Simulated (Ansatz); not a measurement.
Write the native input for Ansatz 0.2.0 that does the following.

```
Task                : single point
Functional          : RPBE
Dispersion          : D4
Potentials or basis : SSSP precision PAW
Cutoff              : 1225 eV
Density cutoff      : 17143 eV
k mesh              : 11 × 11 × 11
Occupations         : tetrahedron
Spin                : collinear spin, ferromagnetic start
Starting moments    : [3.0, 0.0] μB
```

Crystal: FeO (Wuestite).

```
Fe O
1.0
     0.00000    2.15540    2.15540
     2.15540    0.00000    2.15540
     2.15540    2.15540    0.00000
Fe O
1 1
Direct
  0.00000 0.00000 0.00000
  0.50000 0.50000 0.50000
```

The input as run:

input.yaml

```yaml
crystal:
  lattice:
    - [0.0, 2.1554, 2.1554]
    - [2.1554, 0.0, 2.1554]
    - [2.1554, 2.1554, 0.0]
  atoms:
    - { symbol: Fe, position: [0.0, 0.0, 0.0], spin: 3.0 }
    - { symbol: O, position: [0.5, 0.5, 0.5] }
hamiltonian:
  xc: rpbe
  pseudopotentials: { kind: paw, accuracy: stringent }
  dispersion: d4
magnetization:
  spin_polarized: true
kpoints:
  mp_grid: { grid: [11, 11, 11] }
scf:
  occupations: { method: tetrahedron }
  eigensolver: { kind: davidson }
output:
  forces: true
  stress: true
  eigenvalues: true
  write_density: true
  write_potential: true
  elf: true
  volumetric_format: npy
```

Potentials or basis: SSSP precision PAW.

Command:

```console
$ ansatz run input.yaml --threads 1 --pin off --max-ram 2560MiB --backend cpu --events-out ev --progress --plain --runs-dir out
```

Results of the run:

```
Pressure               : -3.3 GPa
Band gap on the k mesh : none (metal or under the smearing width)
Net moment             : 4.00 μB per cell
Absolute moment        : 4.02 μB per cell
Site moments           : Fe +3.46; O +0.32 μB
```

Caveat: a cell with one magnetic atom can't hold antiferromagnetic order, which such compounds often take; semilocal functionals often make such compounds metallic where correlation or magnetic order opens a gap, which also shifts bond lengths; pairwise dispersion overbinds metals, which lowers pressure and volume; with tetrahedron occupations forces and stress needn't match the slope of the energy.

It took 16 s on 1 thread of Arm Neoverse V2, with other jobs on the host, peak memory 0.79 GiB.
